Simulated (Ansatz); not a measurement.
Bi2Se3 (Paraguanajuatite):

```
Bi Se
1.0
     2.07150    1.19598    9.54533
    -2.07150    1.19598    9.54533
     0.00000   -2.39196    9.54533
Bi Se
2 3
Direct
  0.59920 0.59920 0.59920
  0.40080 0.40080 0.40080
  0.78830 0.78830 0.78830
  0.21170 0.21170 0.21170
  0.00000 0.00000 0.00000
```

Below is the output of Ansatz 0.2.0 for this cell. Logs are shortened: lines on timing, memory, paths and dates and some standing lists are left out, and cuts for length are marked.

```text
Warning: RAYON_NUM_THREADS=2 ignored (pool sized by the plan → 2); use --threads N
basis.fft_grid_basis auto: the FFT boxes are laid along the combinations [[1, 0, -1], [0, 1, -1], [0, 0, 1]] of the cell's own vectors, 4.143, 4.143 and 9.840 Å long. The dense box has 30×30×72 points. Along the cell's own vectors, as sized, it would have 72×72×72, 5.76 times as many. Of the 12 symmetry operations that the crystal satisfies within crystal.symmetry.tolerance (time reversal apart; of a slab, those that keep its plane) the dense box along the cell's own vectors carries 12, and the one as laid loses 8 of those. basis.fft_grid_basis: typed keeps the cell's own vectors: state it where this run's energies or levels are differenced outside the engine with another run's, or held beside a run that keeps those vectors.
Engine: ansatz 0.2.0, aarch64-unknown-linux-gnu
Pseudopotentials: kind: paw
Pseudopotential: Bi, paw, valence charge 15, recommended cutoff 420 eV (normal), Bi.paw.azcp
Pseudopotential: Se, paw, valence charge 16, recommended cutoff 420 eV (normal), Se.paw.azcp
Functional definition: SPW92
  exchange = slater_x
  correlation = pw_c
Crystal: 5 atoms, lattice volume = 141.890 Å³
Basis set: ecut = 420 eV, 2743 PW (Γ), FFT grids on a1−a3, a2−a3, a3
Bands: 47, of which v1, the nominal top of the filled ones, is band 39 counted from 1 (38 counted from 0)
Symmetry: 12 space group operations
Space group: R-3m (ITA 166), of the structure as read, at distance tolerance 5.2e-5 Å
k-points: 65 of 512
Non-local potential: Bi, projectors of the file, l = 0: 2, l = 1: 2, l = 2: 2, l = 3: 2
Non-local potential: Se, projectors of the file, l = 0: 2, l = 1: 2, l = 2: 3, l = 3: 1
PAW form: soft (Blöchl's): semilocal exchange-correlation on the pseudo side does not see the compensation charge
PAW frozen core: Bi, regenerated for the run's functional, and the local potential with it (the file was generated under x = pbe(κ = 0.804, μ = 0.2195149727645171), c = pbe(β = 0.06672455060314922))
PAW frozen core: Se, regenerated for the run's functional, and the local potential with it (the file was generated under x = pbe(κ = 0.804, μ = 0.2195149727645171), c = pbe(β = 0.06672455060314922))
PAW one-centre angular grid: Bi, 590 points (default); XC on 64 Gauss nodes
PAW one-centre angular grid: Se, 590 points (default); XC on 64 Gauss nodes
Initial density: superposition of atomic densities (neutral atoms: chi_scale 0, normalization atom), corrected by the library's trained network
Initial wavefunctions: pseudopotential atomic-orbital guess
Functional: x = slater, c = lda
SCF iter   1: F=—  HF=-40323.302316 eV  |F-HF|=—  |Δ(HF+E_count)|=         —  Δρ=4.36e-3  dr2=3.76e-2  ethr=1.77e-3  ⟨swp⟩=8.2  Hψ=12597  notcnv=0  defer=5
preconditioner: auto → Kerker (q_TF=auto, 2.469 Å⁻¹)  [metal: Δε(μ)=0.044 eV  Ē_g=9.311 eV  σ=0.050 eV  W_gap=0.22  n_scr=36 (ndim 8)  ℏωp=16.5 eV  f_vac=0.033  D(μ)=0.05/eV (n_scr^D=0)]
SCF iter   2: F=—  HF=-40323.295259 eV  |F-HF|=—  |Δ(HF+E_count)|=   7.06e-3  Δρ=2.63e-3  dr2=1.11e-2  ethr=4.82e-5  ⟨swp⟩=1.3  Hψ=3615  notcnv=0  defer=31
SCF iter   3: F=—  HF=-40323.293144 eV  |F-HF|=—  |Δ(HF+E_count)|=   2.12e-3  Δρ=5.26e-4  dr2=1.05e-3  ethr=1.42e-5  ⟨swp⟩=1.2  Hψ=3139  notcnv=0  defer=31
SCF iter   4: F=—  HF=-40323.292951 eV  |F-HF|=—  |Δ(HF+E_count)|=   1.93e-4  Δρ=2.13e-4  dr2=8.81e-5  ethr=1.35e-6  ⟨swp⟩=2.0  Hψ=5494  notcnv=0  defer=31
[... 87 lines left out ...]
Free energy (F): -40323.328547 eV
Harris-Foulkes:  -40323.328547 eV  (|F-HF|=1.46e-11)
Internal energy: -40323.328173 eV  (E = F + TS)
E sigma→0 (E₀):  -40323.328360 eV
Entropy (-TS):   -0.000374 eV (-0.075 meV/atom)
Fermi energy:    9.558009 eV
--- Per-component energies (eV) ---
  E_band       = -1318.823064
  E_kinetic    = 963.019473
  E_local      = -10123.121986  (includes V_loc(G=0)·N_el)
  E_nonlocal   = -636.084594
  E_hartree    = 4501.155182
  E_xc         = -614.430879
  E_vxc        = -587.839298  (∫ρ·V_xc dr)
  E_paw        = -26185.511911  (= ΣΔE_a)
  E_vpaw       = 62.895891  (= ΣTr[D̂ρ^β])
  E_aug_tail   = -0.002847  (compensation charges beyond the density's cutoff)
  E_ewald      = -8234.992927
  E_core_change = 6.642317  (= ΣΔE_core)
  E_smearing   = -0.000374  (= −TS)
  E_closure    = 0.000000  (closes the sum)
  Σ components = -40323.328547   (vs F -40323.328547, Δ=0.00e0)
--- Forces (eV/Å), atoms counted from 1 ---
  atom   1  Bi     0.00000000    -0.00000000     0.00333395
  atom   2  Bi     0.00000000     0.00000000    -0.00333395
  atom   3  Se     0.00000000    -0.00000000     0.00072789
  atom   4  Se     0.00000000     0.00000000    -0.00072789
  atom   5  Se     0.00000000     0.00000000    -0.00000000
  max |Σ_I F_I| component: 1.08e-19 eV/Å
--- Stress (GPa, compression-positive) ---
        0.014558       0.000000       0.000000
        0.000000       0.014558       0.000000
        0.000000       0.000000       0.006956
  P = ⅓ Tr σ = 0.0120 GPa (0.120 kbar)
--- Relaxed structure (6 steps of the walk, 6 accepted, 1 SCFs on fresh bases) ---
  F+E_penalty+E_count = -40323.32854715 eV   max|allowed force component| = 3.334e-3 eV/Å   (the final SCF, on the basis selected at the relaxed cell)
  cell:  # Å, volume = 135.6384 Å³
    - [2.05230880833591, 1.1849010429367453, 9.296224964655588]
    - [-2.05230880833591, 1.1849010429367453, 9.296224964655588]
    - [-5.813577532769432e-33, -2.369802085922185, 9.29622496464938]
  atoms:
    - { symbol: Bi, position: [0.598640905256685, 0.598640905256685, 0.598640905256685] }
    - { symbol: Bi, position: [0.4013590947433148, 0.4013590947433148, 0.4013590947433148] }
    - { symbol: Se, position: [0.7907391432609394, 0.7907391432609394, 0.7907391432609395] }
    - { symbol: Se, position: [0.2092608567390604, 0.2092608567390604, 0.2092608567390604] }
    - { symbol: Se, position: [-2.413671200485997e-20, -2.4136712004859915e-20, -2.4136712003891446e-20] }
```

Write the input and the command behind it.

Relaxation of cell and atoms with LDA, no spin polarisation. The files as run (others can give the same):

input.yaml
```yaml
crystal:
  lattice:
    - [2.0715, 1.1959810826, 9.5453333333]
    - [-2.0715, 1.1959810826, 9.5453333333]
    - [0.0, -2.3919621653, 9.5453333333]
  atoms:
    - { symbol: Bi, position: [0.5992, 0.5992, 0.5992] }
    - { symbol: Bi, position: [0.4008, 0.4008, 0.4008] }
    - { symbol: Se, position: [0.7883, 0.7883, 0.7883] }
    - { symbol: Se, position: [0.2117, 0.2117, 0.2117] }
    - { symbol: Se, position: [0.0, 0.0, 0.0] }
hamiltonian:
  xc: lda
  pseudopotentials: { kind: paw }
kpoints:
  mp_grid: { grid: [8, 8, 8] }
scf:
  occupations: { method: fermi_dirac, width: 0.05 }
output:
  forces: true
  stress: true
relax:
  f_tol: 0.01
  max_steps: 40
  cell: { stress_tol: 0.05 }
```

Potentials or basis: Ansatz PAW.
Command:
```sh
$ ansatz run input.yaml --threads 2 --pin off --max-ram 5120MiB --backend cpu --events-out ev --progress --plain --runs-dir out
```

Caveat: the plane-wave basis is chosen anew once the cell has moved, so the energies of steps on either side of that aren't comparable; spin-orbit coupling is left out, which moves the levels of the heavy elements; the PAW data sets come from PBE, with cores solved anew for the run's functional, which leaves a small shift of forces and pressure.
